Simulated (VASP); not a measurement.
# SiC (F-43m) in VASP: single point with HSE06

Aim: the single point of SiC with HSE06.

Program: VASP 6.6.1. These are calculated values, not measurements. Logs are shortened: lines on timing, memory, paths and dates and some standing lists are left out, and cuts for length are marked.

**The experiment to reproduce.**

From “Insight into the structural, elastic and electronic properties of a new orthorhombic 6O-SiC polytype”, 2020, pmc:7200658, for a bulk crystal of SiC: band gap 2.4 eV (indirect).

The results are compared with them further down.

### Step 1. Starting point

Symmetry: F-43m, No. 216, cubic system. The conventional cell has a = 4.358 Å, b = 4.358 Å, c = 4.358 Å, α = 90.00°, β = 90.00°, γ = 90.00°. Si (site symmetry -43m) has 4 C at 1.89 Å as nearest neighbours. Around C (site symmetry -43m) lie 4 Si at 1.89 Å.

The cell is a database's computed one.

### Step 2. Single point, HSE06

Input file POSCAR:

```
SiC
1.0
    0.0000000000      2.1791100000      2.1791100000
    2.1791100000      0.0000000000      2.1791100000
    2.1791100000      2.1791100000      0.0000000000
Si C
1 1
Direct
    0.7500000000      0.7500000000      0.7500000000
    0.0000000000      0.0000000000      0.0000000000
```

Input file INCAR.step1:

```
  PREC = Accurate
  ENCUT = 520
  EDIFF = 1E-5
  ISMEAR = 0
  SIGMA = 0.02
  LREAL = False
  LASPH = True
  NELM = 60
  ALGO = Normal
  ISIF = 2
  LWAVE = True
  LCHARG = False
  GGA = PE
```

Input file INCAR.step2:

```
  PREC = Accurate
  ENCUT = 520
  EDIFF = 1E-6
  ISMEAR = 0
  SIGMA = 0.02
  LREAL = False
  LASPH = True
  NELM = 60
  ALGO = Normal
  ISIF = 2
  LWAVE = False
  LCHARG = False
  GGA = PE
  LHFCALC = True
  HFSCREEN = 0.2
  PRECFOCK = Fast
  ISTART = 1
```

Input file KPOINTS:

```
Automatic mesh
0
Gamma
  6 6 6
```

Potentials or basis: VASP PAW PBE potentials, release 64 (Si, C).

Started as:

```
$ cat potpaw_PBE.64/Si/POTCAR potpaw_PBE.64/C/POTCAR > POTCAR
$ cp INCAR.step1 INCAR
$ mpirun -np 1 vasp_std > vasp.out
$ cp INCAR.step2 INCAR
$ mpirun -np 1 vasp_std > vasp.out
```

OUTCAR:

```text
PREC = Accurate
   ENCUT = 520
   EDIFF = 1E-6
   ISMEAR = 0
   LREAL = False
   LASPH = True
   NELM = 60
   ISIF = 2
   GGA = PE
   LHFCALC = True
   HFSCREEN = 0.2
   PRECFOCK = Fast
   ISTART = 1

 ion  position               nearest neighbor table
   1  0.750  0.750  0.750-   2 1.89   2 1.89   2 1.89   2 1.89
   2  0.000  0.000  0.000-   1 1.89   1 1.89   1 1.89   1 1.89

  LATTYP: Found a face centered cubic cell.
 ALAT       =     4.3582200000

  Lattice vectors:

 A1 = (   0.0000000000,   2.1791100000,   2.1791100000)
 A2 = (   2.1791100000,   0.0000000000,   2.1791100000)
 A3 = (   2.1791100000,   2.1791100000,   0.0000000000)

Analysis of symmetry for initial positions (statically):
=====================================================================
 Subroutine PRICEL returns:
 Original cell was already a primitive cell.

 Routine SETGRP: Setting up the symmetry group for a
 face centered cubic supercell.

 Subroutine GETGRP returns: Found 24 space group operations
 (whereof 24 operations were pure point group operations)
 out of a pool of 48 trial point group operations.

The static configuration has the point symmetry T_d .

Analysis of symmetry for dynamics (positions and initial velocities):
=====================================================================
 Subroutine PRICEL returns:
 Original cell was already a primitive cell.

 Routine SETGRP: Setting up the symmetry group for a
 face centered cubic supercell.

 Subroutine GETGRP returns: Found 24 space group operations
 (whereof 24 operations were pure point group operations)
 out of a pool of 48 trial point group operations.

The dynamic configuration has the point symmetry T_d .

 Subroutine INISYM returns: Found 24 space group operations
 (whereof 24 operations are pure point group operations),
 and found     1 'primitive' translations

----------------------------------------------------------------------------------------

                                     Primitive cell

  volume of cell :      20.6951

  direct lattice vectors                    reciprocal lattice vectors
     0.000000000  2.179110000  2.179110000    -0.229451473  0.229451473  0.229451473
     2.179110000  0.000000000  2.179110000     0.229451473 -0.229451473  0.229451473
     2.179110000  2.179110000  0.000000000     0.229451473  0.229451473 -0.229451473

  length of vectors
     3.081726916  3.081726916  3.081726916     0.397421610  0.397421610  0.397421610

  position of ions in fractional coordinates (direct lattice)
     0.750000000  0.750000000  0.750000000
     0.000000000  0.000000000  0.000000000

  ion indices of the primitive-cell ions
   primitive index   ion index
                 1           1
                 2           2

----------------------------------------------------------------------------------------

 KPOINTS: Automatic mesh

Automatic generation of k-mesh.
 Grid dimensions read from file:
 generate k-points for:    6    6    6

 Generating k-lattice:

  Cartesian coordinates                     Fractional coordinates (reciprocal lattice)
    -0.038241912  0.038241912  0.038241912     0.166666667  0.000000000  0.000000000
     0.038241912 -0.038241912  0.038241912     0.000000000  0.166666667  0.000000000
     0.038241912  0.038241912 -0.038241912     0.000000000  0.000000000  0.166666667

  Length of vectors
     0.066236935  0.066236935  0.066236935

  Shift w.r.t. Gamma in fractional coordinates (k-lattice)
     0.000000000  0.000000000  0.000000000

 Subroutine IBZKPT returns following result:
 ===========================================

 Found     16 irreducible k-points:

 Following reciprocal coordinates:
            Coordinates               Weight
  0.000000  0.000000  0.000000      1.000000
  0.166667  0.000000  0.000000      8.000000
  0.333333  0.000000  0.000000      8.000000
  0.500000  0.000000  0.000000      4.000000
  0.166667  0.166667  0.000000      6.000000
  0.333333  0.166667  0.000000     24.000000
[... 8 lines left out ...]
 -0.333333  0.333333  0.166667     24.000000
 -0.333333  0.500000  0.166667     12.000000
   k-points           NKPTS =     16   k-points in BZ     NKDIM =    216   number of bands    NBANDS=      8
   number of dos      NEDOS =    301   number of ions     NIONS =      2
   total plane-waves  NPLWV =  13824
   dimension x,y,z NGX =    24 NGY =   24 NGZ =   24
   dimension x,y,z NGXF=    48 NGYF=   48 NGZF=   48
   ions per type =               1   1
   NGX,Y,Z   is equivalent  to a cutoff of  12.95, 12.95, 12.95 a.u.
   NGXF,Y,Z  is equivalent  to a cutoff of  25.89, 25.89, 25.89 a.u.
 SYSTEM =  unknown system
   PREC   = accura    normal or accurate (medium, high low for compatibility)
   ISTART =      1    job   : 0-new  1-cont  2-samecut
   ICHARG =      0    charge: 1-file 2-atom 10-const
   ISPIN  =      1    spin polarized calculation?
   LNONCOLLINEAR =      F non collinear calculations
   LSORBIT =      F    spin-orbit coupling
   LASPH  =      T    aspherical Exc in radial PAW
   ENCUT  =  520.0 eV  38.22 Ry    6.18 a.u.   5.73  5.73  5.73*2*pi/ulx,y,z
   NELM   =     60;   NELMIN=  2; NELMDL=  0     # of ELM steps
   EDIFF  = 0.1E-05   stopping-criterion for ELM
   LREAL  =      F    real-space projection
   EDIFFG = 0.1E-04   stopping-criterion for IOM
   NSW    =      0    number of steps for IOM
   IBRION =     -1    ionic relax: 0-MD 1-quasi-New 2-CG
   NFREE  =      0    steps in history (QN), initial steepest desc. (CG)
   ISIF   =      2    stress and relaxation
   ISYM   =      3    0-nonsym 1-usesym 2-fastsym
   POTIM  = 0.5000    time-step for ionic-motion
   TEBEG  =    0.0;   TEEND  =   0.0 temperature during run
   PSTRESS=    0.0 pullay stress
   NELECT =       8.0000    total number of electrons
   NUPDOWN=      -1.0000    fix difference up-down
   EMIN   =  10.00;   EMAX   =-10.00  energy-range for DOS
   EFERMI =   0.00;   METHOD = LEGACY
   ISMEAR =     0;   SIGMA  =   0.02  broadening in eV -4-tet -1-fermi 0-gaus
   EFERMI_NEDOS =   21; number of points for ismear=-14 and -15
   IALGO  =     38    algorithm
   IMIX   =      1    mixing-type and parameters
     AMIX     =   0.40;   BMIX     =  1.00
     AMIX_MAG =   1.60;   BMIX_MAG =  1.00
  volume/ion in A,a.u.               =      10.35        69.83
  Fermi-wavevector in a.u.,A,eV,Ry     =   1.192566  2.253623 19.350384  1.422213
  Thomas-Fermi vector in A             =   2.328601
   LORBIT       =      0    0 simple, 1 ext, 2 COOP (PROOUT), +10 PAW based schemes
   GGA     = PE    functional components
   LHFCALC =     T    Hartree Fock is set to
   PRECFOCK=fast      Normal, Fast or Accurate (Low or Medium for compatibility)
   ENCUT4O =  -1.0   cutoff for four orbital integrals eV
   NKREDX  =     1    reduce k-point grid by
   NKREDY  =     1    reduce k-point grid by
   NKREDZ  =     1    reduce k-point grid by
   AEXX    =    0.2500 exact exchange contribution
   HFSCREEN=    0.2000 screening length (either q_TF or 0.3 A-1)
   HFSCREENC=   0.2000 screening length for correlation (either q_TF or 0.3 A-1)
   ENCUTFOCK=  -1.0 apply spherical cutoff to Coloumb kernel
   IVDW    =     0    specifies the selected vdW correction
   LEPSILON=     F    determine dielectric tensor
   LRPA    =     F    only Hartree local field effects (RPA)
 non-spin polarized calculation
 Gauss-broadening in eV      SIGMA  =   0.02
  energy-cutoff  :      520.00
  volume of cell :       20.70
 maximum number of plane-waves:       568
  NGX = 14; NGY = 14; NGZ = 14

 number of electron       8.0000001 magnetization

 Free energy of the ion-electron system (eV)
  ---------------------------------------------------
  ext. energy  EPLUGINS =         0.00000000
  ---------------------------------------------------
  free energy    TOTEN  =       -17.45277492 eV

  energy without entropy =      -17.45277492  energy(sigma->0) =      -17.45277492

 E-fermi :   7.5993     XC(G=0):  -9.3423

 val. band max:        7.4810111020   @ k =   0.0000   0.0000   0.0000
 cond. band min:       9.7330473504   @ k =   0.5000   0.5000   0.0000
 fundamental gap:      2.2520362484
 Fermi energy:         7.5993065272

 k-point     1 :       0.0000    0.0000    0.0000
  band No.  band energies     occupation
      1      -9.5091      2.00000
      2       7.4810      2.00000
      3       7.4810      2.00000
      4       7.4810      2.00000
      5      15.0377      0.00000
      6      16.0871      0.00000
      7      16.0871      0.00000
      8      16.0871      0.00000

 k-point     2 :       0.1667    0.0000    0.0000
  band No.  band energies     occupation
      1      -8.9232      2.00000
      2       4.8979      2.00000
      3       7.1222      2.00000
      4       7.1222      2.00000
      5      15.0973      0.00000
      6      16.6553      0.00000
      7      16.6553      0.00000
      8      17.2870      0.00000

 k-point     3 :       0.3333    0.0000    0.0000
  band No.  band energies     occupation
      1      -7.2668      2.00000
      2       0.6997      2.00000
      3       6.5549      2.00000
      4       6.5549      2.00000
      5      14.3998      0.00000
      6      16.4368      0.00000
      7      16.4368      0.00000
      8      18.9657      0.00000
[... 122 lines left out ...]
 k-point    15 :      -0.3333    0.3333    0.1667
  band No.  band energies     occupation
      1      -4.4901      2.00000
      2      -0.5890      2.00000
      3       2.3369      2.00000
      4       4.1046      2.00000
      5      13.7428      0.00000
      6      16.7151      0.00000
      7      19.4148      0.00000
      8      20.2842      0.00000

 k-point    16 :      -0.3333    0.5000    0.1667
  band No.  band energies     occupation
      1      -3.9196      2.00000
      2      -0.4991      2.00000
      3       2.5613      2.00000
      4       2.7488      2.00000
      5      12.5272      0.00000
      6      15.8298      0.00000
      7      19.9187      0.00000
      8      21.3640      0.00000

------------------------ aborting loop because EDIFF is reached ----------------------------------------

  FORCE on cell =-STRESS in cart. coord.  units (eV):
  Direction    XX          YY          ZZ          XY          YZ          ZX
  --------------------------------------------------------------------------------------
  -------------------------------------------------------------------------------------
  Total       -0.2372174     -0.2372174     -0.2372174     -0.0000000      0.0000000     -0.0000000
  in kB      -18.3649474    -18.3649474    -18.3649474     -0.0000000      0.0000000     -0.0000000
  external PRESSURE =     -18.3649474 kB  Pullay stress =       0.0000000 kB

 VOLUME and BASIS-vectors are now :
 -----------------------------------------------------------------------------
  energy-cutoff  :      520.00
  volume of cell :       20.70
      direct lattice vectors                 reciprocal lattice vectors
     0.000000000  2.179110000  2.179110000    -0.229451473  0.229451473  0.229451473
     2.179110000  0.000000000  2.179110000     0.229451473 -0.229451473  0.229451473
     2.179110000  2.179110000  0.000000000     0.229451473  0.229451473 -0.229451473

 POSITION                                       TOTAL-FORCE (eV/Angst)
 -----------------------------------------------------------------------------------
      3.26867      3.26867      3.26867         0.000000     -0.000000      0.000000
      0.00000      0.00000      0.00000        -0.000000      0.000000     -0.000000
 -----------------------------------------------------------------------------------
    total drift:                                0.000001     -0.000000      0.000000

  FREE ENERGIE OF THE ION-ELECTRON SYSTEM (eV)
  ---------------------------------------------------
  free  energy   TOTEN  =       -17.4527749192 eV

  energy  without entropy=      -17.4527749192  energy(sigma->0) =      -17.45277492
```

Wall time 39 s (1 thread of Intel Xeon 6975P-C (Granite Rapids), shared host); peak memory 0.23 GiB.

Results:

| Item | Value |
| --- | --- |
| Free energy | -17.4528 eV |
| Pressure | -1.8 GPa |
| Band gap on the k mesh | 2.25 eV, indirect (least direct gap 5.75 eV) |

Caveat: the PAW data sets were made with another functional, which shifts forces and pressure a little.

### Step 3. Against experiment

Step 2. Measured gap of SiC: 2.4 eV (indirect; quoted in “Insight into the structural, elastic and electronic properties of a new orthorhombic 6O-SiC polytype”, 2020, pmc:7200658). This calculation gives 2.25 eV (-0.15 eV). The value is that of HSE06 on a finite k mesh, which can miss the band edges, without temperature or zero-point motion. The cell is a database's relaxed one, not the measured one, which moves gaps too.
